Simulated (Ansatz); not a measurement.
Computed with DFT PBE, scalar-relativistic, plane waves, PAW (Ansatz 0.2.0). Settings: cutoff 420 eV, Γ-centred meshes spaced at most about 0.3 Å⁻¹, and about 0.25 Å⁻¹ or finer for metals (2π included), Gaussian smearing. No spin polarisation.

All energies are static (0 K, no zero-point motion).

Question: Which of these relaxed structures of Zr3H is the lowest in energy?
1. Space group P3m1 (No. 156), trigonal, a = 3.257 Å, c = 8.023 Å. Around Zr on its first site lie 1 H at 2.04 Å and 12 Zr at 3.19–3.43 Å; around Zr on its second site lie 3 H at 2.05 Å and 12 Zr at 3.19–3.43 Å; Zr on its third site has 12 Zr at 3.19–3.26 Å; around H lie 4 Zr at 2.04–2.05 Å.
2. Space group C2 (No. 5), monoclinic, a = 9.340 Å, b = 5.867 Å, c = 5.230 Å, β = 90.1°. Zr on a site of symmetry 2 is surrounded by 2 H at 2.20 Å and 12 Zr at 3.09–3.37 Å; around Zr on a site of symmetry 1 lie 2 H at 2.14–2.24 Å and 12 Zr at 3.02–3.43 Å; around Zr on a second site of symmetry 2 lie 2 H at 2.21 Å and 12 Zr at 3.09–3.38 Å; H has 5 Zr at 2.14–2.24 Å; 1 more site not described.
3. Space group P3m1 (No. 156), trigonal, a = 3.189 Å, c = 8.170 Å. Zr on its first site has 3 H at 2.32 Å and 12 Zr at 3.13–3.27 Å; Zr on its second site has 1 Zr at 2.93 Å and 9 Zr at 3.13–3.19 Å; Zr on its third site is surrounded by 3 H at 2.25 Å, 1 Zr at 2.93 Å and 9 Zr at 3.19–3.27 Å; around H lie 6 Zr at 2.25–2.32 Å.

Answer: 1. The next of these, cell 2, lies 16 meV/atom higher. Counting Zr atoms around H (those within 1.25 times the shortest such distance or 1.15 times the sum of covalent radii): cell 1 has H 4; cell 2 has H 5; cell 3 has H 6. Origin: cell 1 and cell 3, invented; cell 2, invented, then shaken at random and relaxed again. The lowest form computed isn't among them: it has space group Cmc2_1 (No. 36), 18.3 Å³/atom and lies 7 meV/atom below the best shown.

The k mesh leaves some 4 meV/atom of noise in the energy of each metallic cell. With hydrogen, zero-point motion can shift such differences by 10 meV/atom or more. Cells relaxed within their symmetry can be saddle points. Some candidate types were left out of the draw beforehand, so a known form may be missing.
